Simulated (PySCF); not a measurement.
**malononitrile: calculation against experiment**

**What was measured.**

From NIST CCCBDB Release 22 (SRD 101), experimental dipoles, for the gas: dipole moment (microwave Stark effect) 3.73 D.

From NIST CCCBDB Release 22 (SRD 101), experimental polarizabilities, for the gas: mean polarisability 5.79 Å³.

The results are set against them at the end.

Species: malononitrile, C₃H₂N₂.
Atom-mapped SMILES: `[N:1]#[C:2][CH2:3][C:4]#[N:5]` (hydrogens: H6, H7 on C3)

Geometry (GFN2-xTB, Å), atoms numbered from 1 in this order:
```xyz
7
C3H2N2 angstrom
N      0.023    2.224    0.914
C     -0.171    1.176    0.509
C     -0.421   -0.154   -0.005
C      0.787   -0.948    0.065
N      1.739   -1.575    0.118
H     -1.205   -0.632    0.592
H     -0.749   -0.085   -1.048
```

The PySCF runs (gas phase, on this GFN2-xTB geometry; no spin–orbit coupling):

```json
{"level": "CAM-B3LYP/def2-SVPD", "job": "8 singlets by full TDDFT, 3 Tamm–Dancoff triplets, polarisability", "basis functions": "116", "wall time": "5.3 s"}
```

Hardware: an x86-64 server with one thread, on a shared host.

Results beside the measurements:

**Dipole moment.** Measured: 3.73 D (NIST CCCBDB Release 22 (SRD 101), experimental dipoles).

| level | computed (D) | computed − measured (D) | % (from the printed values) |
| --- | --- | --- | --- |
| CAM-B3LYP/def2-SVPD | 4.08 | +0.35 | +9 |

The computed dipoles belong to one fixed geometry; measured ones are averaged over vibrations unless marked μe. Magnitudes are compared, not signs.

**Mean polarisability.** Measured: 5.79 Å³ (NIST CCCBDB Release 22 (SRD 101), experimental polarizabilities).

```
              level  computed (Å³)  computed − measured (Å³)  % (from the printed values)
CAM-B3LYP/def2-SVPD           6.03                     +0.24                           +4
```

The computed values are static and purely electronic, with core orbitals frozen in the response (1 au = 0.148185 Å³). The table of measured values doesn't say here whether a value is static or optical, or holds a vibrational part.

No measured geometry was used, and the causes of the misses weren't examined.
